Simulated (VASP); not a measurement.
**MgS in VASP: one cell, several levels of theory**

Zincblende MgS, under +4.0 % strain along z alone is computed at one geometry. Runs: PBE, r2SCAN. This is a trial cell built on a prototype, not taken from a measured structure, and it needn't be the compound's ground state.

Program: VASP 6.6.1. PAW datasets, plane waves. Values at 0 K without nuclear motion; spin polarisation is off, and the phase may be a hypothetical one.

## 1. The cell

The cell comes from an earlier relaxation with r2SCAN in another program, then strained, with the atoms relaxed again.

It is tetragonal, I-4m2 (No. 119); a = 4.003 Å, c = 5.888 Å in the conventional setting, 23.59 Å³ an atom. Near Mg stand 4 S at 2.48 Å; near S stand 4 Mg at 2.48 Å.

Coordinates:

```xyz
2
Lattice="0.0000 2.8309 2.9441 2.8309 0.0000 2.9441 2.8309 2.8309 0.0000" Properties=species:S:1:pos:R:3 pbc="T T T"
Mg    0.0000    0.0000    0.0000
S     1.4154    1.4154    1.4721
```

## 2. Single point with PBE

Input file INCAR:

```
ENCUT = 520.000000
SIGMA = 0.020000
EDIFF = 1.00e-07
GGA = PE
PREC = Accurate
IBRION = -1
ISIF = 2
ISMEAR = -1
NBANDS = 11
NELM = 120
NSW = 0
LASPH = .TRUE.
LCHARG = .TRUE.
LELF = .TRUE.
LWAVE = .FALSE.
LREAL = .FALSE.
```

Input file KPOINTS:

```
KPOINTS created by Atomic Simulation Environment
0
Gamma
8 8 8
0 0 0
```

Input file KPOINTS_OPT:

```
special points
6
Reciprocal
0.0000000000 0.0000000000 0.0000000000 1
-0.5000000000 -0.5000000000 0.0000000000 1
-0.3750000000 -0.3750000000 0.2500000000 1
-0.3750000000 0.0000000000 0.3750000000 1
0.0000000000 0.0000000000 0.5000000000 1
-0.5000000000 -0.2500000000 0.2500000000 1
```

Input file POSCAR:

```
Mg S
 1.0000000000000000
     0.0000000000000000    2.8308768411999998    2.9441119149000001
     2.8308768411999998    0.0000000000000000    2.9441119149000001
     2.8308768411999998    2.8308768411999998    0.0000000000000000
 Mg  S
   1   1
Cartesian
  0.0000000000000000  0.0000000000000000  0.0000000000000000
  1.4154384205999999  1.4154384205999999  1.4720559574500003
```

Potentials: the recommended PBE PAW datasets, 8 valence electrons in the neutral cell.

Launch:

```bash
> mpirun -np 1 vasp_std
```

## 3. r2SCAN at this geometry

Input file INCAR:

```
ENCUT = 520.000000
SIGMA = 0.010000
EDIFF = 1.00e-07
ALGO = Normal
METAGGA = R2SCAN
PREC = Accurate
IBRION = -1
ISIF = 2
ISMEAR = 0
NBANDS = 11
NELM = 120
NSW = 0
LASPH = .TRUE.
LCHARG = .FALSE.
LWAVE = .FALSE.
LREAL = .FALSE.
```

KPOINTS is that of step 2.

KPOINTS_OPT is that of step 2.

POSCAR is that of step 2.

Before running it: what results should come out? Wanted: for each run, gap; pressure.

The runs gave:

| level | gap (eV) | pressure (GPa) |
| --- | --- | --- |
| PBE | 3.22 | -1.27 |
| r2SCAN | 3.88 | -2.48 |

The gap runs from 3.22 eV (PBE) to 3.88 eV (r2SCAN). The pressure is highest with PBE (-1.3 GPa) and lowest with r2SCAN (-2.5 GPa), which orders the cells that they would relax to.
